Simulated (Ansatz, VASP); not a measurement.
## PbSe (Clausthalite): VASP beside Ansatz

File INCAR:

```
ALGO     = Normal         # electronic algorithm
EDIFF    = 1E-6           # SCF threshold, eV
ENCUT    = 520            # plane-wave cutoff, eV
ISIF     = 2              # what is computed and relaxed
ISMEAR   = -1             # smearing method
LASPH    = True           # aspherical terms in the spheres
LCHARG   = False          # write CHGCAR
LREAL    = False          # projectors in reciprocal space
LWAVE    = False          # write WAVECAR
NBANDS   = 17             # bands
NELM     = 100            # most SCF steps
PREC     = Accurate       # precision mode
SIGMA    = 0.05           # smearing width, eV
```

The input KPOINTS:

```
k-points
0
Gamma
  8 8 8
```

POSCAR

```
PbSe
1.0
    0.0000000000      3.0192847941      3.0192847941
    3.0192847941      0.0000000000      3.0192847941
    3.0192847941      3.0192847941      0.0000000000
Pb Se
1 1
Direct
    0.0000000000      0.0000000000      0.0000000000
    0.5000000000      0.5000000000      0.5000000000
```

File input.yaml:

```yaml
crystal:
  lattice:
    - [0.0, 3.0192847941, 3.0192847941]
    - [3.0192847941, 0.0, 3.0192847941]
    - [3.0192847941, 3.0192847941, 0.0]
  atoms:
    - { symbol: Pb, position: [0.0, 0.0, 0.0] }
    - { symbol: Se, position: [0.5, 0.5, 0.5] }
kpoints:
  mp_grid: { grid: [8, 8, 8] }
scf:
  occupations: { method: fermi_dirac, width: 0.05 }
hamiltonian:
  xc: lda
  pseudopotentials: { kind: all_electron, lapw: { basis_error: 0.001 } }
output:
  forces: true
  stress: true
  eigenvalues: true
```

Change from the starting cell: volume scaled by 0.96.

Alike in both runs: task single point; functional LDA; k mesh 8 × 8 × 8; occupations fermi-dirac, width 0.05 eV; no spin polarisation.

```csv
,VASP,Ansatz
version,VASP 6.6.1,Ansatz 0.2.0
potentials or method,"VASP PAW LDA potentials, release 64 (Pb_d, Se)","all-electron LAPW, scalar-relativistic"
plane-wave cutoff (eV),520,see its input
```

```tsv
	VASP	Ansatz	Ansatz less VASP
gap on the k mesh at the Fermi level (eV)	0.02	0.04	+0.019
least direct gap on the mesh (eV)	0.02	0.04	+0.019
pressure (GPa)	0.1	0.0	-0.10
```

Ansatz ran all-electron here, so the differences hold the error of VASP's frozen core and of both bases.

Caveats: spin-orbit coupling is left out, which as a rule narrows the gap of such compounds by several tenths of an eV.
